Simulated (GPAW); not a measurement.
# CoSi (P2_13) in GPAW: notebook, part 2 of 2

GPAW 26.7.0. The steps go on from the part before.

### 3 Band structure, LDA, collinear spin, ferromagnetic start

run.py

```python
from ase import Atoms
from ase.dft.bandgap import bandgap
from ase.io import write
from ase.units import GPa
from ase.parallel import parprint
from gpaw import GPAW, PW

atoms = Atoms(['Co', 'Co', 'Co', 'Co', 'Si', 'Si', 'Si', 'Si'],
              cell=[[4.438, 0.0, 0.0],
                    [0.0, 4.438, 0.0],
                    [0.0, 0.0, 4.438]],
              scaled_positions=[[0.86, 0.64, 0.36],
                                [0.64, 0.36, 0.86],
                                [0.36, 0.86, 0.64],
                                [0.14, 0.14, 0.14],
                                [0.157, 0.343, 0.657],
                                [0.343, 0.657, 0.157],
                                [0.657, 0.157, 0.343],
                                [0.843, 0.843, 0.843]],
              pbc=True)
atoms.set_initial_magnetic_moments([2.0, 2.0, 2.0, 2.0, 0.0, 0.0, 0.0, 0.0])

calc = GPAW(mode=PW(600),
            xc='LDA',
            kpts={'size': (5, 5, 5), 'gamma': True},
            occupations={'name': 'fermi-dirac', 'width': 0.05},
            nbands=51,
            convergence={'density': 1e-05, 'energy': 1e-05},
            maxiter=150,
            txt='gpaw.txt')
atoms.calc = calc
energy = atoms.get_potential_energy()
forces = atoms.get_forces()
stress = atoms.get_stress()
calc.write('gs.gpw')
write('result.traj', atoms)
parprint(f'Energy: {energy:.6f} eV')
parprint('Forces (eV/A):')
parprint(forces.round(4))
parprint('Stress (GPa):', (stress / GPa).round(3))
parprint('Moments:', calc.get_magnetic_moments().round(3))
parprint('Fermi level:', round(calc.get_fermi_level(), 4), 'eV')
parprint(f'Gap: {bandgap(calc)[0]:.4f} eV, direct: {bandgap(calc, direct=True)[0]:.4f} eV')

path = atoms.cell.bandpath('GXMGRX,MR', npoints=80, eps=1e-4)
bs_calc = calc.fixed_density(kpts=path, symmetry='off', nbands=73,
                             convergence={'bands': 'CBM+6.0', 'eigenstates': 1e-6}, txt='bands.txt')
bs = bs_calc.band_structure()
bs.write('bs.json')
parprint(f'Gap on the path: {bandgap(bs_calc)[0]:.4f} eV')
```

Potentials or basis: the program's PAW data sets (release 1.2.1) made for this functional, pw.

The run is started by

```sh
> OMP_NUM_THREADS=1 mpirun -n 4 gpaw python run.py
```

gpaw.txt:

```text
__  _  _
 | _ |_)|_||  |
 |__||  | ||/\| - 26.7.0

Input parameters:
  mode=PW(ecut=600.0),
  convergence={'density': 1e-05, 'energy': 1e-05},
  kpts=MonkhorstPack(size=(5, 5, 5), gamma=True),
  maxiter=150,
  nbands=51,
  occupations=Occupations(name='fermi-dirac', width=0.05),
  xc=XC(name='LDA')

Diagonalizing LCAO Hamiltonian
Converting LCAO to pw mode
    .----------.
   /|        Si|
  / |   Co     |
 *  |    Co    |
 |  Si      Co |
 |  .--Si------.
 | /     Si   /
 |/Co        /
 *----------*

Atoms  # Å, Bohr magnetons
|   | symbol |        x |        y |        z |    initial magnetic moments |
|---|--------|----------|----------|----------|-----------------------------|
| 0 |     Co | 3.816680 | 2.840320 | 1.597680 | ( 0.0000,  0.0000,  2.0000) |
| 1 |     Co | 2.840320 | 1.597680 | 3.816680 | ( 0.0000,  0.0000,  2.0000) |
| 2 |     Co | 1.597680 | 3.816680 | 2.840320 | ( 0.0000,  0.0000,  2.0000) |
| 3 |     Co | 0.621320 | 0.621320 | 0.621320 | ( 0.0000,  0.0000,  2.0000) |
| 4 |     Si | 0.696766 | 1.522234 | 2.915766 | ( 0.0000,  0.0000,  0.0000) |
| 5 |     Si | 1.522234 | 2.915766 | 0.696766 | ( 0.0000,  0.0000,  0.0000) |
| 6 |     Si | 2.915766 | 0.696766 | 1.522234 | ( 0.0000,  0.0000,  0.0000) |
| 7 |     Si | 3.741234 | 3.741234 | 3.741234 | ( 0.0000,  0.0000,  0.0000) |

Unit cell  # Å
| periodic |        x |        y |        z |  lengths |    angles |
|----------|----------|----------|----------|----------|-----------|
|      yes | 4.438000 | 0.000000 | 0.000000 | 4.438000 | 90.000000 |
[... 172 lines left out ...]
  ----------------------------
  Free energy:     -67.343422
  Extrapolated:    -67.335063

dipole moment: (-0.000022, -0.000022, -0.000022)  # |e|*Ang

Total magnetic moment: (0.000000, 0.000000, 0.000005)

Local magnetic moments
|        x |        y |         z |
|----------|----------|-----------|
| 0.000000 | 0.000000 | -0.000006 |  # Co   0
| 0.000000 | 0.000000 | -0.000006 |  # Co   1
| 0.000000 | 0.000000 | -0.000006 |  # Co   2
| 0.000000 | 0.000000 |  0.000009 |  # Co   3
| 0.000000 | 0.000000 |  0.000001 |  # Si   4
| 0.000000 | 0.000000 |  0.000001 |  # Si   5
| 0.000000 | 0.000000 |  0.000001 |  # Si   6
| 0.000000 | 0.000000 |  0.000001 |  # Si   7

Fermi level: 11.490
Eigenvalues  # (at kpt = [0.000, 0.000, 0.000])
| band index |      eig [eV] | occ [0-1] |      eig [eV] | occ [0-1] |
|------------|---------------|-----------|---------------|-----------|
|          0 |        -2.181 |     1.000 |        -2.181 |     1.000 |
|        ... |               |           |               |           |
|         19 |        10.559 |     1.000 |        10.559 |     1.000 |
|         20 |        10.559 |     1.000 |        10.559 |     1.000 |
|         21 |        10.559 |     1.000 |        10.559 |     1.000 |
|         22 |        10.695 |     1.000 |        10.695 |     1.000 |
|         23 |        10.695 |     1.000 |        10.695 |     1.000 |
|         24 |        11.453 |     0.675 |        11.453 |     0.675 |
[... 8 lines left out ...]
|         33 |        15.022 |     0.000 |        15.022 |     0.000 |
|         34 |        15.022 |     0.000 |        15.022 |     0.000 |
|        ... |               |           |               |           |
|         50 |        28.555 |     0.000 |        28.556 |     0.000 |

No gap
No difference between direct/indirect transitions

Forces  # eV/Ang
|        x |        y |        z |
|----------|----------|----------|
| -0.10210 |  0.10211 | -0.10206 |  # Co   0
|  0.10211 | -0.10206 | -0.10210 |  # Co   1
| -0.10206 | -0.10210 |  0.10211 |  # Co   2
|  0.10206 |  0.10206 |  0.10206 |  # Co   3
|  0.07014 | -0.07012 |  0.07014 |  # Si   4
| -0.07012 |  0.07014 |  0.07014 |  # Si   5
|  0.07014 |  0.07014 | -0.07012 |  # Si   6
| -0.07016 | -0.07016 | -0.07016 |  # Si   7

Stress tensor  # eV/Ang^3
|        x |        y |        z |
|----------|----------|----------|
| 0.072968 | 0.000000 | 0.000000 |
| 0.000000 | 0.072968 | 0.000000 |
| 0.000000 | 0.000000 | 0.072968 |

# Writing to gs.gpw (mode='')
```

Run time: 2.1 min. Hardware: 4 MPI ranks of Intel Xeon 6975P-C (Granite Rapids), shared host; peak memory 0.44 GiB.

Results:

| Quantity | Value |
| --- | --- |
| Free energy | -67.3434 eV |
| Pressure | -11.7 GPa |
| Largest force | 0.177 eV/Å |
| Band gap along the path | none (metal or under the smearing width) |
| Net moment | 0.00 μB per cell |

Forces in eV/Å, atoms in the order of the input:
```
Co  -0.102  0.102 -0.102
Co   0.102 -0.102 -0.102
Co  -0.102 -0.102  0.102
Co   0.102  0.102  0.102
Si   0.070 -0.070  0.070
Si  -0.070  0.070  0.070
Si   0.070  0.070 -0.070
Si  -0.070 -0.070 -0.070
```

Levels at the corners of the path, in eV from the Fermi level:
Spin up:
```csv
point,band 23,band 24,band 25,band 26,band 27,band 28,band 29,band 30
Γ,-0.79,-0.79,-0.04,-0.04,-0.04,2.45,2.45,2.45
X,-0.70,-0.70,-0.50,-0.50,0.97,0.97,1.44,1.44
M,-1.04,-1.04,-0.06,-0.06,0.54,0.54,1.96,1.96
Γ,-0.79,-0.79,-0.04,-0.04,-0.04,2.45,2.45,2.45
R,-1.25,-1.25,-0.25,-0.25,-0.25,-0.25,5.27,5.27
X,-0.70,-0.70,-0.50,-0.50,0.97,0.97,1.44,1.44
M,-1.04,-1.04,-0.06,-0.06,0.54,0.54,1.96,1.96
R,-1.25,-1.25,-0.25,-0.25,-0.25,-0.25,5.27,5.27
```
Spin down:
```tsv
point	band 22	band 23	band 24	band 25	band 26	band 27	band 28	band 29	band 30	band 31
Γ	-0.93	-0.79	-0.79	-0.04	-0.04	-0.04	2.45	2.45	2.45	2.91
X	-1.07	-0.70	-0.70	-0.50	-0.50	0.97	0.97	1.44	1.44	4.29
M	-1.56	-1.04	-1.04	-0.06	-0.06	0.54	0.54	1.96	1.96	2.46
Γ	-0.93	-0.79	-0.79	-0.04	-0.04	-0.04	2.45	2.45	2.45	2.91
R	-1.25	-1.25	-1.25	-0.25	-0.25	-0.25	-0.25	5.27	5.27	5.27
X	-1.07	-0.70	-0.70	-0.50	-0.50	0.97	0.97	1.44	1.44	4.29
M	-1.56	-1.04	-1.04	-0.06	-0.06	0.54	0.54	1.96	1.96	2.46
R	-1.25	-1.25	-1.25	-0.25	-0.25	-0.25	-0.25	5.27	5.27	5.27
```

Caveat: the starting moments collapsed, and a magnetic state may lie lower.

### 4 Band structure, PBEsol, collinear spin, ferromagnetic start

run.py, as its differences from that of step 3:

```diff
@@ -5,3 +5,5 @@
 from ase.parallel import parprint
-from gpaw import GPAW, PW
+from gpaw import GPAW, PW, setup_paths
+
+setup_paths.insert(0, '.')
 
@@ -23,3 +25,3 @@
 calc = GPAW(mode=PW(600),
-            xc='LDA',
+            xc='PBEsol',
             kpts={'size': (5, 5, 5), 'gamma': True},
```

Potentials or basis: PAW data sets generated in the run's folder for this functional, pw.

The run is started by

```sh
> gpaw-setup -f PBEsol Co Si
> OMP_NUM_THREADS=1 mpirun -n 4 gpaw python run.py
```

Wall time 5.8 min (4 MPI ranks of AMD EPYC 7R43 (Zen 3), shared host); peak memory 0.43 GiB.

It converged, with:

| Quantity | Value |
| --- | --- |
| Free energy | -64.4605 eV |
| Pressure | -5.9 GPa |
| Largest force | 0.271 eV/Å |
| Band gap along the path | none (metal or under the smearing width) |
| Net moment | 0.00 μB per cell |

Forces on the atoms (eV/Å):
```
Co  -0.156  0.156 -0.156
Co   0.156 -0.156 -0.156
Co  -0.156 -0.156  0.156
Co   0.156  0.156  0.156
Si   0.035 -0.035  0.035
Si  -0.035  0.035  0.035
Si   0.035  0.035 -0.035
Si  -0.035 -0.035 -0.035
```

Levels at the corners of the path, in eV from the Fermi level:
Spin up:
```
point  band 22  band 23  band 24  band 25  band 26  band 27  band 28  band 29  band 30  band 31
    Γ    -0.93    -0.79    -0.79    -0.04    -0.04    -0.04     2.45     2.45     2.45     2.90
    X    -1.07    -0.70    -0.70    -0.50    -0.50     0.96     0.96     1.44     1.44     4.27
    M    -1.56    -1.04    -1.04    -0.06    -0.06     0.54     0.54     1.97     1.97     2.45
    Γ    -0.93    -0.79    -0.79    -0.04    -0.04    -0.04     2.45     2.45     2.45     2.90
    R    -1.25    -1.25    -1.25    -0.24    -0.24    -0.24    -0.24     5.29     5.29     5.29
    X    -1.07    -0.70    -0.70    -0.50    -0.50     0.96     0.96     1.44     1.44     4.27
    M    -1.56    -1.04    -1.04    -0.06    -0.06     0.54     0.54     1.97     1.97     2.45
    R    -1.25    -1.25    -1.25    -0.24    -0.24    -0.24    -0.24     5.29     5.29     5.29
```
Spin down:
```csv
point,band 22,band 23,band 24,band 25,band 26,band 27,band 28,band 29,band 30,band 31
Γ,-0.93,-0.79,-0.79,-0.04,-0.04,-0.04,2.45,2.45,2.45,2.90
X,-1.07,-0.70,-0.70,-0.50,-0.50,0.96,0.96,1.44,1.44,4.27
M,-1.56,-1.04,-1.04,-0.06,-0.06,0.54,0.54,1.97,1.97,2.45
Γ,-0.93,-0.79,-0.79,-0.04,-0.04,-0.04,2.45,2.45,2.45,2.90
R,-1.25,-1.25,-1.25,-0.24,-0.24,-0.24,-0.24,5.29,5.29,5.29
X,-1.07,-0.70,-0.70,-0.50,-0.50,0.96,0.96,1.44,1.44,4.27
M,-1.56,-1.04,-1.04,-0.06,-0.06,0.54,0.54,1.97,1.97,2.45
R,-1.25,-1.25,-1.25,-0.24,-0.24,-0.24,-0.24,5.29,5.29,5.29
```

Caveat: the starting moments collapsed, and a magnetic state may lie lower.
